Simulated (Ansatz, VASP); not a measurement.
## One calculation of PbO2, two programs

File INCAR:

```
  PREC = Accurate
  ENCUT = 520
  EDIFF = 1E-7
  ISMEAR = 0
  SIGMA = 0.1
  LREAL = F
  LASPH = T
  NELM = 150
  ALGO = Normal
  ISIF = 2
  LWAVE = F
  LCHARG = F
  ISPIN = 2
  MAGMOM = 0 0 0
  LORBIT = 11
  GGA = PE
  IVDW = 13
  NBANDS = 24
```

The input KPOINTS:

```
Automatic mesh
0
Gamma
  6 6 6
```

Contents of POSCAR:

```
PbO2
1.0
    0.0000000000      2.7019920000      2.7019920000
    2.7019920000      0.0000000000      2.7019920000
    2.7019920000      2.7019920000      0.0000000000
Pb O
1 2
Direct
    0.0000000000      0.0000000000      0.0000000000
    0.2500000000      0.2500000000      0.2500000000
    0.7500000000      0.7500000000      0.7500000000
```

Input for Ansatz:

```yaml
crystal:
  lattice:
    - [0.0, 2.701992, 2.701992]
    - [2.701992, 0.0, 2.701992]
    - [2.701992, 2.701992, 0.0]
  atoms:
    - { symbol: Pb, position: [0.0, 0.0, 0.0] }
    - { symbol: O, position: [0.25, 0.25, 0.25] }
    - { symbol: O, position: [0.75, 0.75, 0.75] }
basis:
  ecutwfc: "35 Ry"
kpoints:
  mp_grid: { grid: [6, 6, 6] }
hamiltonian:
  xc: pbe
  dispersion: d4
scf:
  occupations: { method: gaussian, width: 0.1 }
output:
  forces: true
  stress: true
  eigenvalues: true
magnetization:
  spin_polarized: true
  initial_magnetization: 6.0
```

Alike in both runs: task single point; functional PBE; dispersion D4; k mesh 6 × 6 × 6; occupations gaussian, width 0.1 eV; collinear spin.

```csv
,VASP,Ansatz
version,VASP 6.6.1,Ansatz 0.2.0
potentials or method,"VASP PAW PBE potentials, release 64 (Pb_d, O)","scalar-relativistic, plane waves, PAW"
plane-wave cutoff (eV),520,476
valence electrons in the cell,26,26
```

|  | VASP | Ansatz | Ansatz less VASP |
| --- | --- | --- | --- |
| gap on the k mesh at the Fermi level (eV) | none | none | - |
| pressure (GPa) | -2.8 | -3.0 | -0.22 |
| net moment per atom (μB) | 0.00 | 0.00 | 0.000 |

A gap of «none» marks a metal or a gap that the smearing closes. Ansatz warned: «filled_band_counts_differ_across_k_points».

Caveats: pairwise dispersion overbinds metals, which lowers pressure and volume. The runs have no spin-orbit coupling, so splittings on Pb are missing.
